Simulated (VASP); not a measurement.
CaF2:

```
Ca F
1.0
     0.00000    2.73160    2.73160
     2.73160    0.00000    2.73160
     2.73160    2.73160    0.00000
Ca F
1 2
Cartesian
  0.0000 0.0000 0.0000
  1.3658 1.3658 1.3658
  4.0974 4.0974 4.0974
```

- Program: VASP 6.6.1
- Task: relaxation of cell and atoms
- Functional: LDA
- Potentials or basis: VASP PAW LDA potentials, release 64 (Ca_sv, F)
- Cutoff: 600 eV
- k mesh: 8 × 8 × 8
- Occupations: gaussian, width 0.02 eV
- Spin: no spin polarisation

At the start: pressure -6.2 GPa; volume 13.59 Å³/atom.

**Question.** Where does the relaxation end?

**Answer.** Over 3 steps the energy falls by 19.9 meV/atom and the volume is 12.64 Å³/atom (-7.0 %); space group Fm-3m (No. 225, to 0.05 Å).

Step by step:
```
step  energy change (eV)  largest force (eV/Å)  pressure (GPa)  volume (Å³)
   1              0.0000                0.0000           -6.24        40.76
   2             -0.0592                0.0000            0.53        37.72
   3             -0.0596                0.0000            0.01        37.91
```

Final structure:
```
CELL_PARAMETERS angstrom
0.00000 2.66628 2.66628
2.66628 0.00000 2.66628
2.66628 2.66628 0.00000
ATOMIC_POSITIONS crystal
Ca 0.00000 0.00000 0.00000
F 0.25000 0.25000 0.25000
F 0.75000 0.75000 0.75000
```
